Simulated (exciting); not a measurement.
# Ti (Im-3m) in exciting: reference runs

How does Ti come out in PBE? The cell is run as given and disturbed, then over a range of volumes.

All numbers are computed with exciting (release sodium); they aren't measurements. Logs are shortened: lines on timing, memory, paths and dates and some standing lists are left out, and cuts for length are marked.

## (1) The structure

It takes space group Im-3m (No. 229, cubic). The conventional cell has a = 3.282 Å, b = 3.282 Å, c = 3.282 Å, α = 90.00°, β = 90.00°, γ = 90.00°. Ti (site symmetry m-3m) is surrounded by 8 Ti at 2.84 Å.

This isn't the form of Ti at room conditions, which is hcp.

## (2) Single point, PBE

input.xml reads:

```xml
<input>
  <title>Ti</title>
  <structure speciespath="./" tshift="false">
    <crystal scale="1">
      <basevect>-3.101040570511 3.101040570511 3.101040570511</basevect>
      <basevect>3.101040570511 -3.101040570511 3.101040570511</basevect>
      <basevect>3.101040570511 3.101040570511 -3.101040570511</basevect>
    </crystal>
    <species speciesfile="Ti.xml" rmt="2">
      <atom coord="0.000000000000 0.000000000000 0.000000000000"/>
    </species>
  </structure>
  <groundstate do="fromscratch" ngridk="11 11 11" rgkmax="9" gmaxvr="14" lmaxapw="10" lmaxmat="10" lmaxvr="8" xctype="GGA_PBE" stype="Fermi Dirac" swidth="0.00183747" nempty="12" ValenceRelativity="iora*" epsengy="1e-05" epspot="1e-05" maxscl="60" tforce="true" outputlevel="normal"/>
</input>
```

Potentials or basis: all-electron LAPW+lo, shipped species files, valence relativity iora*.

Launch:

```console
$ OMP_NUM_THREADS=1 exciting_smp
```

INFO.OUT:

```text
================================================================================
EXCITING SODIUM started
[... 10 lines left out ...]

 Lattice vectors (cartesian) :
     -3.1010405705      3.1010405705      3.1010405705
      3.1010405705     -3.1010405705      3.1010405705
      3.1010405705      3.1010405705     -3.1010405705

 Reciprocal lattice vectors (cartesian) :
      0.0000000000      1.0130769276      1.0130769276
      1.0130769276      0.0000000000      1.0130769276
      1.0130769276      1.0130769276      0.0000000000

 Unit cell volume                           :     119.2840388755
 Brillouin zone volume                      :       2.0794920744

 Species :    1 (Ti)
     parameters loaded from                 :    Ti.xml
     name                                   :    titanium
     nuclear charge                         :     -22.00000000
     electronic charge                      :      22.00000000
     atomic mass                            :   87256.20311000
     muffin-tin radius                      :       2.00000000
     # of radial points in muffin-tin       :     350

     atomic positions (lattice) :
       1 :   0.00000000  0.00000000  0.00000000

 Total number of atoms per unit cell        :       1

 Spin treatment                             :    spin-unpolarised

 Number of Bravais lattice symmetries       :      48
 Number of crystal symmetries               :      48

 k-point grid                               :      11   11   11
 Total number of k-points                   :      56
 k-point set is reduced with crystal symmetries

 R^MT_min * |G+k|_max (rgkmax)              :       9.00000000
 Species with R^MT_min                      :       1 (Ti)
 Maximum |G+k| for APW functions            :       4.50000000
 Maximum |G| for potential and density      :      14.00000000

 G-vector grid sizes                        :      24    24    24
 Total number of G-vectors                  :    5473

 Maximum angular momentum used for
     APW functions                          :      10
     computing H and O matrix elements      :      10
     potential and density                  :       8
     inner part of muffin-tin               :       2

 Total nuclear charge                       :     -22.00000000
 Total electronic charge                    :      22.00000000
 Total core charge                          :      10.00000000
 Total valence charge                       :      12.00000000

 Number of empty states                     :      12
 Total number of valence states             :      19

 Maximum Hamiltonian size                   :     207
 Maximum number of plane-waves              :     194
 Total number of local-orbitals             :      13

 Exchange-correlation type                  :      20
     Perdew-Burke-Ernzerhof, Phys. Rev. Lett. 77, 3865 (1996)
     Generalised gradient approximation (GGA)

 Smearing scheme                            :    Fermi-Dirac
 Smearing width                             :       0.00183747

 Using multisecant Broyden potential mixing
[... 16 lines left out ...]
+ SCF iteration number :    1                                                  +
++++++++++++++++++++++++++++++++++++++++++++++++++++++++++++++++++++++++++++++++
 Total energy                               :      -851.57597602
 _______________________________________________________________
 Fermi energy                               :         0.33553803
 Kinetic energy                             :       863.11939293
 Coulomb energy                             :     -1672.62837000
 Exchange energy                            :       -41.10835157
 Correlation energy                         :        -0.95864737
[... 288 lines left out ...]
 RMS change in effective potential (target) :  0.129501E-08  ( 0.100000E-04)
 Absolute change in total energy   (target) :  0.520078E-06  ( 0.100000E-04)
 Charge distance                   (target) :  0.399926E-08  ( 0.100000E-04)
 Abs. change in max-nonIBS-force   (target) :   0.00000      ( 0.500000E-04)

++++++++++++++++++++++++++++++++++++++++++++++++++++++++++++++++++++++++++++++++
| Convergency criteria checked for the last 2 iterations                       +
| Convergence targets achieved. Performing final SCF iteration                 +
++++++++++++++++++++++++++++++++++++++++++++++++++++++++++++++++++++++++++++++++
 Total energy                               :      -853.81345826
 _______________________________________________________________
 Fermi energy                               :         0.32790725
 Kinetic energy                             :       861.89498745
 Coulomb energy                             :     -1673.52809651
 Exchange energy                            :       -41.22227462
 Correlation energy                         :        -0.95807458

 DOS at Fermi energy (states/Ha/cell)       :        79.26327098

 Electron charges :
     core                                   :        10.00000000
     core leakage                           :         0.00000006
     valence                                :        12.00000000
     interstitial                           :         2.48293825
     charge in muffin-tin spheres :
                  atom     1    Ti          :        19.51706175
     total charge in muffin-tins            :        19.51706175
     total charge                           :        22.00000000

++++++++++++++++++++++++++++++++++++++++++++++++++++++++++++++++++++++++++++++++
+ Self-consistent loop stopped                                                 +
++++++++++++++++++++++++++++++++++++++++++++++++++++++++++++++++++++++++++++++++
 STATE.OUT is written

--------------------------------------------------------------------------------
- Writing atomic positions and forces                                          -
--------------------------------------------------------------------------------

 Atomic positions (lattice) :
 atom     1  Ti  :     0.00000000    0.00000000    0.00000000

 Total atomic forces including IBS (cartesian) :
 atom     1  Ti  :     0.00000000    0.00000000    0.00000000

 Atomic force components including IBS (cartesian) :
 atom     1  Ti  :     0.00000000    0.00000000    0.00000000   HF force
                 :     0.00000000    0.00000000    0.00000000   core correction
                 :     0.00000000    0.00000000    0.00000000   IBS correction

********************************************************************************
* Groundstate module stopped                                                   *
********************************************************************************

--------------------------------------------------------------------------------
- CAUTION! Warnings have been written in file WARNING.OUT !                    -
--------------------------------------------------------------------------------
================================================================================
| EXCITING SODIUM stopped                                                      =
================================================================================
```

WARNINGS.OUT:

```text
Inversion symmetry is present. Consider using input%groundstate%solver%type = "inversionsymmetry"
```

It took 23 s on 1 thread of Intel Xeon Platinum 8375C at 2.90GHz (Ice Lake), shared host; peak memory 0.1 GiB.

Results:

| Property | Result |
| --- | --- |
| Free energy | -23233.4704 eV |
| Band gap on the k mesh | none (metal or under the smearing width) |
| All electrons inside the program's atomic spheres | Ti 19.52 (radii Ti 2.0 bohr) |

Caveat: the log's total energy holds no entropy term; the free energy is that total less TS from the occupations.

## (3) Single point, PBE (cell strained at random at fixed volume)

input.xml reads:

```xml
<input>
  <title>Ti</title>
  <structure speciespath="./" tshift="false">
    <crystal scale="1">
      <basevect>-3.146660448885 3.139606101262 3.021885612329</basevect>
      <basevect>3.175474992834 -3.222117213042 3.133211268057</basevect>
      <basevect>3.032135486829 3.107592250985 -3.104396724108</basevect>
    </crystal>
    <species speciesfile="Ti.xml" rmt="2">
      <atom coord="-0.007204000000 0.007116000000 0.006824000000"/>
    </species>
  </structure>
  <groundstate do="fromscratch" ngridk="11 11 11" rgkmax="9" gmaxvr="14" lmaxapw="10" lmaxmat="10" lmaxvr="8" xctype="GGA_PBE" stype="Fermi Dirac" swidth="0.00183747" nempty="12" ValenceRelativity="iora*" epsengy="1e-05" epspot="1e-05" maxscl="60" tforce="true" outputlevel="normal"/>
  <properties>
    <chargedensityplot>
      <plot3d>
        <box grid="15 15 15">
          <origin coord="0 0 0"/>
          <point coord="1 0 0"/>
          <point coord="0 1 0"/>
          <point coord="0 0 1"/>
        </box>
      </plot3d>
    </chargedensityplot>
    <elfplot>
      <plot3d>
        <box grid="15 15 15">
          <origin coord="0 0 0"/>
          <point coord="1 0 0"/>
          <point coord="0 1 0"/>
          <point coord="0 0 1"/>
        </box>
      </plot3d>
    </elfplot>
    <exccplot>
      <plot3d>
        <box grid="15 15 15">
          <origin coord="0 0 0"/>
          <point coord="1 0 0"/>
          <point coord="0 1 0"/>
          <point coord="0 0 1"/>
        </box>
      </plot3d>
    </exccplot>
  </properties>
</input>
```

Potentials or basis: all-electron LAPW+lo, shipped species files, valence relativity iora*.

Launch:

```console
$ OMP_NUM_THREADS=1 exciting_smp
```

INFO.OUT:

```text
================================================================================
EXCITING SODIUM started
[... 10 lines left out ...]

 Lattice vectors (cartesian) :
     -3.1466604489      3.1396061013      3.0218856123
      3.1754749928     -3.2221172130      3.1332112681
      3.0321354868      3.1075922510     -3.1043967241

 Reciprocal lattice vectors (cartesian) :
      0.0140106415      1.0196795651      1.0344136925
      1.0080446874      0.0319055619      1.0165187720
      1.0310394623      1.0247794196      0.0089107870

 Unit cell volume                           :     119.2840467217
 Brillouin zone volume                      :       2.0794919376

 Species :    1 (Ti)
     parameters loaded from                 :    Ti.xml
     name                                   :    titanium
     nuclear charge                         :     -22.00000000
     electronic charge                      :      22.00000000
     atomic mass                            :   87256.20311000
     muffin-tin radius                      :       2.00000000
     # of radial points in muffin-tin       :     350

     atomic positions (lattice) :
       1 :   0.99279600  0.00711600  0.00682400

 Total number of atoms per unit cell        :       1

 Spin treatment                             :    spin-unpolarised

 Number of Bravais lattice symmetries       :       2
 Number of crystal symmetries               :       1

 k-point grid                               :      11   11   11
 Total number of k-points                   :    1331
 k-point set is reduced with crystal symmetries

[... 27 lines left out ...]
     Perdew-Burke-Ernzerhof, Phys. Rev. Lett. 77, 3865 (1996)
     Generalised gradient approximation (GGA)

 Smearing scheme                            :    Fermi-Dirac
 Smearing width                             :       0.00183747

 Using multisecant Broyden potential mixing
[... 16 lines left out ...]
+ SCF iteration number :    1                                                  +
++++++++++++++++++++++++++++++++++++++++++++++++++++++++++++++++++++++++++++++++
 Total energy                               :      -851.59447855
 _______________________________________________________________
 Fermi energy                               :         0.33534063
 Kinetic energy                             :       863.10794566
 Coulomb energy                             :     -1672.63413797
 Exchange energy                            :       -41.10965234
 Correlation energy                         :        -0.95863390
[... 344 lines left out ...]
 RMS change in effective potential (target) :  0.430726E-07  ( 0.100000E-04)
 Absolute change in total energy   (target) :  0.402065E-05  ( 0.100000E-04)
 Charge distance                   (target) :  0.323627E-07  ( 0.100000E-04)
 Abs. change in max-nonIBS-force   (target) :   0.00000      ( 0.500000E-04)

++++++++++++++++++++++++++++++++++++++++++++++++++++++++++++++++++++++++++++++++
| Convergency criteria checked for the last 2 iterations                       +
| Convergence targets achieved. Performing final SCF iteration                 +
++++++++++++++++++++++++++++++++++++++++++++++++++++++++++++++++++++++++++++++++
 Total energy                               :      -853.81339174
 _______________________________________________________________
 Fermi energy                               :         0.32779033
 Kinetic energy                             :       861.89566228
 Coulomb energy                             :     -1673.52848526
 Exchange energy                            :       -41.22248660
 Correlation energy                         :        -0.95808216

 DOS at Fermi energy (states/Ha/cell)       :        70.11353862

 Electron charges :
     core                                   :        10.00000000
     core leakage                           :         0.00000006
     valence                                :        12.00000000
     interstitial                           :         2.48230172
     charge in muffin-tin spheres :
                  atom     1    Ti          :        19.51769828
     total charge in muffin-tins            :        19.51769828
     total charge                           :        22.00000000

++++++++++++++++++++++++++++++++++++++++++++++++++++++++++++++++++++++++++++++++
+ Self-consistent loop stopped                                                 +
++++++++++++++++++++++++++++++++++++++++++++++++++++++++++++++++++++++++++++++++
 STATE.OUT is written

--------------------------------------------------------------------------------
- Writing atomic positions and forces                                          -
--------------------------------------------------------------------------------

 Atomic positions (lattice) :
 atom     1  Ti  :     0.99279600    0.00711600    0.00682400

 Total atomic forces including IBS (cartesian) :
 atom     1  Ti  :     0.00000000    0.00000000    0.00000000

 Atomic force components including IBS (cartesian) :
 atom     1  Ti  :     0.00000000    0.00000000    0.00000000   HF force
                 :     0.00000000    0.00000000    0.00000000   core correction
                 :     0.00000000    0.00000000    0.00000000   IBS correction

********************************************************************************
* Groundstate module stopped                                                   *
********************************************************************************

================================================================================
| EXCITING SODIUM stopped                                                      =
================================================================================
```

stdout:

```text
Info(rhoplot):
 3D density plot written to RHO3D.xml

Info(potplot):
 3D Coulomb potential plot written to VCL3D.xml
 3D exchange-correlation potential plot written to VXC3D.xml

Info(elfplot): 3D ELF plot written to ELF3D.xml
```

It took 8.1 min on 1 thread of Intel Xeon Platinum 8375C at 2.90GHz (Ice Lake), shared host; peak memory 0.12 GiB.

Results:

* Free energy: -23233.4668 eV
* Band gap on the k mesh: none (metal or under the smearing width)
* All electrons inside the program's atomic spheres: Ti 19.52 (radii Ti 2.0 bohr)

Caveat: the log's total energy holds no entropy term; the free energy is that total less TS from the occupations.

(Part 1 of 2 ends here.)
